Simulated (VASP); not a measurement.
A run of VASP 6.6.1:

File INCAR:

```
SYSTEM = Ti
PREC = Accurate ; ENCUT = 600
EDIFF = 1E-6 ; ISMEAR = 0
SIGMA = 0.1 ; LREAL = .FALSE.
LASPH = .TRUE. ; NELM = 100
ALGO = Fast ; ISIF = 3
LWAVE = .FALSE. ; LCHARG = .FALSE.
GGA = PE ; IBRION = 2
NSW = 100 ; EDIFFG = -0.005
```

File KPOINTS:

```
regular mesh
0
G
  18 18 18
  0 0 0
```

POSCAR

```
Ti
1.0
    0.0000000000      2.0300000000      2.0300000000
    2.0300000000      0.0000000000      2.0300000000
    2.0300000000      2.0300000000      0.0000000000
Ti
1
Direct
    0.0000000000      0.0000000000      0.0000000000
```

Potentials or basis: VASP PAW PBE potentials, release 64 (Ti_sv).

Command:

```console
$ cat potpaw_PBE.64/Ti_sv/POTCAR > POTCAR
$ mpirun -np 1 vasp_std > vasp.out
```

Hardware: 1 thread of Intel(R) Xeon(R) Platinum 8488C (Sapphire Rapids), on a shared host.

Estimate the wall time of this run.

Run time: 2.5 min on 1 thread of Intel(R) Xeon(R) Platinum 8488C (Sapphire Rapids) (shared host), peak memory 0.18 GiB. Counts: scf iterations 112, k points 195, ion steps 3.
